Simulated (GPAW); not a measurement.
InPd:

```
CELL_PARAMETERS angstrom
3.27188 0.00000 0.00000
0.00000 3.27188 0.00000
0.00000 0.00000 3.27188
ATOMIC_POSITIONS crystal
In 0.00000 0.00000 0.00000
Pd 0.50000 0.50000 0.50000
```

The cell comes from a database or a generator and needn't be the stable form of this composition.

| Property | Result |
| --- | --- |
| Program | GPAW 26.7.0 |
| Task | single point |
| Functional | PBE |
| Potentials or basis | GPAW PAW data sets (gpaw-data 1.2.1) |
| Cutoff | 600 eV |
| Basis | pw |
| k mesh | 8 × 8 × 8 |
| Occupations | fermi-dirac, width 0.05 eV |
| Spin | no spin polarisation |

On this cell: pressure 3.3 GPa; largest force zero by symmetry; band gap on the k mesh none (metal or under the smearing width).

The same run follows on a disturbed copy (atoms moved at random, drawn with an rms of 0.05 Å):

```xyz
2
Lattice="3.2719 0.0000 0.0000 0.0000 3.2719 0.0000 0.0000 0.0000 3.2719" Properties=species:S:1:pos:R:3 pbc="T T T"
In   -0.0221    0.0011    0.0274
Pd    1.6003    1.6584    1.6093
```

Problem. What does the disturbed cell give?

Solution. The energy (extrapolated to zero smearing) moves by +3.7 meV/atom; pressure 3.5 GPa; largest force 0.247 eV/Å; band gap on the k mesh none (metal or under the smearing width).

Forces in eV/Å, atoms in the order of the input:
```
In  -0.057  0.090 -0.223
Pd   0.056 -0.090  0.223
```

Stress tensor (GPa, compression positive):
```
 3.50 -0.03  0.07
-0.03  3.49 -0.11
 0.07 -0.11  3.39
```
